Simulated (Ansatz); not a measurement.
BaS, 2 atoms in the cell. It takes space group Fm-3m (No. 225, cubic). The conventional cell has a = 6.388 Å, b = 6.388 Å, c = 6.388 Å, α = 90.00°, β = 90.00°, γ = 90.00°. Ba (site symmetry m-3m) is surrounded by 6 S at 3.19 Å. S (site symmetry m-3m) has 6 Ba at 3.19 Å as nearest neighbours. 

| Property | Result |
| --- | --- |
| Program | Ansatz 0.2.0 |
| Task | relaxation of cell and atoms |
| Functional | BLYP |
| Potentials or basis | Ansatz PAW |
| Cutoff | 420 eV (not typed: the program's choice for these potentials) |
| k mesh | 7 × 7 × 7 |
| Occupations | fermi-dirac, width 0.05 eV |
| Spin | no spin polarisation |

Potentials or basis: Ansatz PAW.

The run is started by

```bash
$ ansatz run input.yaml --threads 2 --pin off --max-ram 5632MiB --backend cpu --events-out ev --progress --plain --runs-dir out
```

Hardware: 2 threads of Intel(R) Xeon(R) Platinum 8259CL CPU @ 2.50GHz (Skylake/Cascade Lake) (shared host).

**Question.** How long does it take, and how much memory?

**Answer.** It took 5.1 s on 2 threads of Intel(R) Xeon(R) Platinum 8259CL CPU @ 2.50GHz (Skylake/Cascade Lake), with other jobs on the host, peak memory 0.39 GiB. Counts: scf iterations 28, plane waves 1363, k points 20, bands 12, ion steps 5.
